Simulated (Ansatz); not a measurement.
Computed with DFT PBE, scalar-relativistic, plane waves, PAW in Ansatz. Settings: cutoff 420 eV, Γ-centred meshes spaced at most about 0.3 Å⁻¹, and about 0.25 Å⁻¹ or finer for metals (2π included), Gaussian smearing. Spin is collinear.

All energies are static (0 K, no zero-point motion).

Two relaxed structures of Cu₂Ni₃:

A. (parallel moments up to 0.4 μB)

```xyz
5
Lattice="1.2544 0.7243 10.3140 -1.2544 0.7243 10.3140 0.0000 -1.4485 10.3140" Properties=species:S:1:pos:R:3 pbc="T T T"
Cu    0.0000    0.0000    3.0865
Cu    0.0000    0.0000   27.8554
Ni    0.0000    0.0000   21.6304
Ni    0.0000    0.0000    9.3115
Ni    0.0000    0.0000   15.4709
```

B. (parallel moments up to 0.5 μB)

```xyz
10
Lattice="2.5057 0.0000 0.0000 -1.2529 2.1700 0.0000 0.0000 0.0000 20.7615" Properties=species:S:1:pos:R:3 pbc="T T T"
Cu    0.0000    1.4467    1.0678
Cu    0.0000    1.4467   13.4864
Cu    1.2529    0.7233   19.6937
Cu    1.2529    0.7233    7.2751
Ni    0.0000    1.4467   17.5997
Ni    0.0000    1.4467    5.1781
Ni    0.0000    1.4467    9.3723
Ni    1.2529    0.7233    3.1617
Ni    1.2529    0.7233   11.3892
Ni    1.2529    0.7233   15.5834
```

Problem. Which form is favoured at zero pressure, and by what margin per atom?

Solution. A is lower, by 16 meV/atom. A has Cu and Ni ordered on fcc sites, space group R-3m (No. 166), 11.2 Å³/atom and no gap on its mesh; B has Cu and Ni ordered on hcp sites, space group P-3m1 (No. 164), 11.3 Å³/atom and no gap. In A, Cu is surrounded by 6 Cu at 2.51 Å and 6 Ni at 2.53–2.54 Å; around Ni on a site of symmetry 3m lie 9 Ni at 2.47–2.51 Å and 3 Cu at 2.54 Å; Ni on a site of symmetry -3m has 6 Ni at 2.51 Å and 6 Cu at 2.53 Å. In B, around Cu on its first site lie 9 Cu at 2.51–2.58 Å and 3 Ni at 2.55 Å; Cu on its second site has 6 Cu at 2.51 Å and 6 Ni at 2.55 Å; Ni on its first site is surrounded by 9 Ni at 2.48–2.51 Å and 3 Cu at 2.55 Å; 2 more sites not described. Both come from invented guesses. The lowest form computed isn't among them: it has Cu and Ni ordered on fcc sites, space group R-3m (No. 166), 11.3 Å³/atom and lies 8 meV/atom below the best shown.

The k mesh leaves some 4 meV/atom of noise in the energy of each metallic cell. The magnetic state reached may not be the lowest. Cells relaxed within their symmetry can be saddle points. Some structure types and database cells were kept out of the candidates from the start, so a known form may be missing.
